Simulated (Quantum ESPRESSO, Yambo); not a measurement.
Planning a run of Yambo 5.3.0 on LiBr (Fm-3m). The input:

```
HF_and_locXC
gw0
dyson
ppa
em1d
rim_cut
RandQpts= 1000000
RandGvec= 1 RL
EXXRLvcs= 76 Ry
VXCRLvcs= 304 Ry
Chimod= "HARTREE"
% BndsRnXp
 1 | 111 |
%
NGsBlkXp= 13 Ry
% LongDrXp
 1 | 1 | 1 |
%
% GbndRnge
 1 | 111 |
%
DysSolver= "n"
ExtendOut
PPAPntXp= 27.21138 eV
% QPkrange
 1 | 1 | 9 | 12 |
%
```

```sh
OMP_NUM_THREADS=1 mpirun -n 4 yambo -F gw1.in -J gw1 -C gw1 > gw1.log
```

The stored states that it reads are on a 6×6×6 mesh. The structure is cubic, space group Fm-3m (No. 225). The conventional cell has a = 5.501 Å, b = 5.501 Å, c = 5.501 Å, α = 90.00°, β = 90.00°, γ = 90.00°. Nearest to Li lie 6 Br at 2.75 Å. Nearest to Br lie 6 Li at 2.75 Å. Farther neighbours and most contacts between anions are not listed.

**Question.** How long will it take on 4 MPI ranks of Arm Neoverse N1, shared host, and how much memory?

It took 9.9 min; on shared hardware allow 4.9 min to 20 min. Peak host memory was 1.9 GiB.

The screening grows as filled bands × empty bands × pairs of k points, times the square of the screening basis for the matrix.

[Paths, hosts, dates, memory and timing lines, banners, echoed tables and standing remarks are left out of the program output.]

[Logs are printed without paths, hosts, clocks, repeated set-up lines and the standing remarks that a program may print on its own settings, such as how far it seeks lower states.]

[Runs of the session that timed out or met a known fault of the program may be left out.]

[Hosts, paths, dates, database ids (printed as entryN), source tags and the programs' standing remarks are cut or masked in the printed files.]
